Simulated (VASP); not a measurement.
**AlN: single point with LDA**

AlN:

```
Al N
1.0
     3.41148    0.00000    0.00000
    -1.70574    2.95443    0.00000
     0.00000    0.00000    4.31319
Al N
2 2
Direct
  0.33333 0.66667 0.75000
  0.66667 0.33333 0.25000
  0.33333 0.66667 0.25000
  0.66667 0.33333 0.75000
```

Measurements of this composition are mostly on another form, of space group No. 186.

The cell isn't the ideal one: strain +0.030 along x and y, +0.030 along z, atoms carried along.

```
Program                : VASP 6.6.1
Task                   : single point
Functional             : LDA
Potentials or basis    : VASP PAW LDA potentials, release 64 (Al, N)
Cutoff                 : 520 eV
k mesh                 : 9 × 9 × 6
Occupations            : gaussian, width 0.05 eV
Spin                   : no spin polarisation
Dipole correction      : no
Further INCAR settings : ALGO = Normal; EDIFF = 1e-06; NBANDS = 16
```

```json
{
  "Pressure": "-22.5 GPa",
  "Band gap on the k mesh": "2.62 eV, direct"
}
```

Stress tensor (GPa, compression positive):
```
-23.42   0.00   0.00
  0.00 -23.42   0.00
  0.00   0.00 -20.65
```

Levels at points of the mesh, in eV from the valence-band top:
| k point | band 4 | band 5 | band 6 | band 7 | band 8 | band 9 | band 10 | band 11 | band 12 | band 13 |
| --- | --- | --- | --- | --- | --- | --- | --- | --- | --- | --- |
| (0.00, 0.00, 0.00) | -3.02 | -3.02 | -1.45 | -1.45 | 0.00 | 2.62 | 3.55 | 7.60 | 7.60 | 10.32 |
| (0.00, 0.00, 0.50) | -3.55 | -2.27 | -2.27 | -2.27 | -2.27 | 5.01 | 5.01 | 7.84 | 7.84 | 7.84 |

Run time: 23 s on 1 thread of Intel(R) Xeon(R) Platinum 8259CL CPU @ 2.50GHz (Skylake/Cascade Lake), with other jobs on the host, peak memory 0.15 GiB.

Caveat: so large a pressure means that the cell lies far from this level's equilibrium, or that cutoff or potentials fall short.
